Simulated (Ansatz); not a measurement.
Equation of state of osmium, omega (AlB2-type)

Level of theory: DFT, RPBE, plane waves (420 eV) with PAW, scalar-relativistic in Ansatz 0.2.0. (PAW data from PBE, frozen cores regenerated.)

The cell is scaled uniformly from the relaxed one, with fractional coordinates and shape fixed. Energies are extrapolated to zero smearing, pressures are those at the given smearing. Magnetic state: spin not included.

| V (Å³/atom) | E − E₀ (meV/atom) | P (GPa) |
| --- | --- | --- |
| 13.061 | 301.1 | 61.78 |
| 13.654 | 122.1 | 36.28 |
| 14.248 | 27.5 | 16.02 |
| 14.842 | -0.1 | -0.05 |
| 15.435 | 25.6 | -12.78 |
| 16.029 | 93.3 | -22.83 |
| 16.623 | 194.1 | -30.71 |

(1) Fit a third-order Birch-Murnaghan equation.

## Answers

(1) V₀ = 14.83 Å³/atom, B₀ = 358 GPa, B₀′ = 4.8.
